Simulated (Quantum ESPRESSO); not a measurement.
MoS2 under changes of volume

One of the cells (17.395 Å³/atom); the others are scaled copies at fixed shape and fractional positions:

```
CELL_PARAMETERS angstrom
1.57486 0.90925 6.07396
-1.57486 0.90925 6.07396
0.00000 -1.81849 6.07396
ATOMIC_POSITIONS crystal
Mo 0.00000 0.00000 0.00000
S 0.25000 0.25000 0.25000
S 0.75000 0.75000 0.75000
```

Measurements of this composition are mostly on another form, of space group No. 194.

| Item | Value |
| --- | --- |
| Program | Quantum ESPRESSO 7.5 |
| Functional | r2SCAN |
| Potentials or basis | SG15 PBE 1.2 |
| Cutoff | 952 eV |
| Density cutoff | 3810 eV |
| k mesh | 4 × 4 × 4 |
| Occupations | fermi-dirac, width 0.05 eV |
| Spin | no spin polarisation |

```tsv
volume (Å³/atom)	energy over the lowest point (meV/atom)	pressure (GPa)	largest force (eV/Å)
16.685	103.85	19.8	1.753
17.040	64.86	15.4	1.315
17.395	?	?	?
17.750	13.79	7.8	0.533
18.105	0.00	4.6	0.185
```

**Question.** What does the run at 17.395 Å³/atom give?

**Answer.** Energy over the lowest point 35.14 meV/atom; pressure 11.4 GPa; largest force 0.909 eV/Å.

Worked out: A Birch-Murnaghan fit of order 2 (a polynomial in V^(-2/3)) to the other rows has no minimum within the range. It gives 35.14 meV/atom at 17.395 Å³/atom, against the run's 35.14, and -dE/dV = 11.5 GPa, against 11.4.

Energies are extrapolated to zero smearing.

Caveats: all runs use coarse meshes; the potentials were made for another functional, which shifts forces and pressure; the cell's inner coordinates are idealised or old, which leaves forces on the atoms.
